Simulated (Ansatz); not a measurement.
Runs of Ansatz 0.2.0 on AlN. Symmetry: P6_3mc, No. 186, hexagonal system. Conventional cell: a = 3.113 Å, b = 3.113 Å, c = 4.981 Å, α = 90.00°, β = 90.00°, γ = 120.00°. Al (site symmetry 3m) is surrounded by 4 N at 1.89 Å. Around N (site symmetry 3m) lie 4 Al at 1.89 Å. 

```csv
share of exact exchange,gap on the mesh (eV),pressure (GPa),largest force (eV/Å)
0.15,5.04,0.5,0.13
0.2,5.32,-0.6,0.13
0.1,4.76,(c),0.13
0.4,(b),-4.6,0.13
0.3,(a),-2.6,0.13
```

Alike in all rows: task single point; level HSE06 form with a typed share of exact exchange; potentials or basis Ansatz PAW; no spin polarisation; cell as given; k mesh 5 × 5 × 3; cutoff (eV) 420; smearing fermi-dirac 0.05 eV; the mesh is coarse, so values aren't converged.

Task: Fill in the values left out.

Result: (a) 5.89; (b) 6.48; (c) 1.5.

Caveats: all runs use coarse meshes; odd divisions of the mesh miss points on the zone boundary, where band edges often lie, so the gap on the mesh can be too wide; the PAW data sets come from PBE, with cores solved anew for the run's functional, which leaves a small shift of forces and pressure; the thresholds are loose for stress.

